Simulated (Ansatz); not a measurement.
# Ni under changes of volume

One of the cells (10.492 Å³/atom); the others are scaled copies at fixed shape and fractional positions:

```
Ni
1.0
     0.00000    1.73757    1.73757
     1.73757    0.00000    1.73757
     1.73757    1.73757    0.00000
Ni
1
Direct
  0.00000 0.00000 0.00000
```

```yaml
Program: Ansatz 0.2.0
Functional: LDA
Potentials_or_basis: all-electron LAPW, scalar-relativistic
Cutoff: 320 eV (chosen from the basis error)
Basis_error_allowed: 0.001 eV/atom
k_mesh: 13 × 13 × 13
Occupations: fermi-dirac, width 0.05 eV
Spin: collinear spin, ferromagnetic start
Starting_moments: "[1.0] μB"
```

| volume (Å³/atom) | energy over the lowest point (meV/atom) | pressure (GPa) |
| --- | --- | --- |
| 9.862 | 2.07 | 4.6 |
| 10.072 | 0.00 | -1.0 |
| 10.282 | 4.79 | -5.9 |
| 10.492 | 15.68 | -10.3 |
| 10.702 | 31.94 | -14.2 |
| 10.912 | 52.94 | -17.6 |
| 11.122 | ? | ? |

What does the run at 11.122 Å³/atom give?

Energy over the lowest point 78.14 meV/atom; pressure -20.6 GPa.

Worked out: A Birch-Murnaghan fit of order 3 (a polynomial in V^(-2/3)) to the other rows has its minimum at 10.03 Å³/atom with B0 = V·E''(V) = 257 GPa and B' = 4.9. It gives 78.14 meV/atom at 11.122 Å³/atom, against the run's 78.14, and -dE/dV = -20.7 GPa, against -20.6.

Energies are extrapolated to zero smearing.
